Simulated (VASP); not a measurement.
N, 2 atoms in the cell. Symmetry: P6_3/mmc, No. 194, hexagonal system. Conventional cell: a = 3.774 Å, b = 3.774 Å, c = 5.419 Å, α = 90.00°, β = 90.00°, γ = 120.00°. Around N (site symmetry -6m2) lie 12 N at 3.48 to 3.77 Å. The real solid is made of molecules; this cell is a model form. The cell isn't the ideal one: strain +0.040 along x and y, -0.080 along z, atoms carried along.

| Quantity | Value |
| --- | --- |
| Program | VASP 6.6.1 |
| Task | single point |
| Functional | LDA |
| Potentials or basis | VASP PAW LDA potentials, release 64 (N) |
| Cutoff | 520 eV |
| k mesh | 15 × 15 × 8 |
| Occupations | gaussian, width 0.15 eV |
| Spin | no spin polarisation |
| Dipole correction | no |
| Further INCAR settings | ALGO = Fast; EDIFF = 1e-07; NBANDS = 12 |

Potentials or basis: VASP PAW LDA potentials, release 64 (N).

The run is started by

```console
$ cat potpaw_LDA.64/N/POTCAR > POTCAR
$ mpirun -np 1 vasp_std > vasp.out
```

Hardware: 1 thread of AMD EPYC 9R45 96-Core Processor (Zen 5), with other jobs on the host.

Q: How long does it take, and how much memory?

A: Run time: 51 s on 1 thread of AMD EPYC 9R45 96-Core Processor (Zen 5), with other jobs on the host, peak memory 0.17 GiB. Counts: scf iterations 15, k points 135.
